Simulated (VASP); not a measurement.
Here is a VASP 6.6.1 calculation.

Contents of INCAR:

```
SYSTEM = Si
PREC = Accurate
ENCUT = 520
EDIFF = 1E-6
ISMEAR = 0
SIGMA = 0.1
LREAL = .FALSE.
LASPH = .TRUE.
NELM = 100
ALGO = Fast
ISIF = 2
LWAVE = .FALSE.
LCHARG = .FALSE.
GGA = PE
NBANDS = 11
```

KPOINTS

```
Automatic mesh
0
G
  15 15 8
  0 0 0
```

Contents of POSCAR:

```
Si
1.0
    2.8703738294      0.0000000000      0.0000000000
   -1.4351869147      2.4858166547      0.0000000000
    0.0000000000      0.0000000000      4.4469217037
Si
2
Direct
    0.3333333300      0.6666666700      0.2500000000
    0.6666666700      0.3333333300      0.7500000000
```

Potentials or basis: VASP PAW PBE potentials, release 64 (Si).

The run is started by

```console
$ cat potpaw_PBE.64/Si/POTCAR > POTCAR
$ mpirun -np 1 vasp_std > vasp.out
```

(1) What does it give for the band gap on the k mesh?

(2) What does it give for the pressure?

Answers

(1) none (metal or under the smearing width).

(2) -6.8 GPa.
